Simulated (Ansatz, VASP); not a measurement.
**TePb in VASP and in Ansatz**

The input INCAR:

```
SYSTEM = TePb
  ALGO = Normal
  EDIFF = 1E-6
  ENCUT = 520
  GGA = PE
  ISIF = 2
  ISMEAR = -1
  LASPH = .TRUE.
  LCHARG = .TRUE.
  LELF = .TRUE.
  LREAL = .FALSE.
  LVHAR = .TRUE.
  LWAVE = .FALSE.
  NBANDS = 17
  NELM = 80
  PREC = Accurate
  SIGMA = 0.05
```

Contents of KPOINTS:

```
k-points
0
G
  7 7 7
  0 0 0
```

File POSCAR:

```
TePb
1.0
    0.0000000000      3.2523979746      3.2523979746
    3.2523979746      0.0000000000      3.2523979746
    3.2523979746      3.2523979746      0.0000000000
Pb Te
1 1
Direct
    0.0000000000      0.0000000000      0.0000000000
    0.5000000000      0.5000000000      0.5000000000
```

Contents of input.yaml:

```yaml
crystal:
  lattice:
    - [0.0, 3.2523979746, 3.2523979746]
    - [3.2523979746, 0.0, 3.2523979746]
    - [3.2523979746, 3.2523979746, 0.0]
  atoms:
    - { symbol: Pb, position: [0.0, 0.0, 0.0] }
    - { symbol: Te, position: [0.5, 0.5, 0.5] }
hamiltonian:
  xc: pbe
  pseudopotentials: { kind: paw, azcp: { folder: soft_1 } }
kpoints:
  mp_grid: { grid: [7, 7, 7] }
scf:
  occupations: { method: fermi_dirac, width: 0.05 }
output:
  forces: true
  stress: true
  eigenvalues: true
```

Alike in both runs: task single point; functional PBE; k mesh 7 × 7 × 7; occupations fermi-dirac, width 0.05 eV; no spin polarisation.

|  | VASP | Ansatz |
| --- | --- | --- |
| version | VASP 6.6.1 | Ansatz 0.2.0 |
| potentials or method | VASP PAW PBE potentials, release 64 (Pb_d, Te) | Ansatz PAW soft_1 |
| plane-wave cutoff (eV) | 520 | 420 |
| valence electrons in the cell | 20 | 30 |

VASP gave:

| Quantity | Value |
| --- | --- |
| gap on the k mesh at the Fermi level (eV) | 1.04 |
| least direct gap on the mesh (eV) | 1.04 |
| pressure (GPa) | 1.1 |

**Question.** Which values does Ansatz return?

**Answer.** gap on the k mesh at the Fermi level (eV): 1.04; least direct gap on the mesh (eV): 1.04; pressure (GPa): 1.2.

The two sets of potentials don't hold the same shells in valence.

The runs have no spin-orbit coupling, so splittings on Pb, Te are missing.
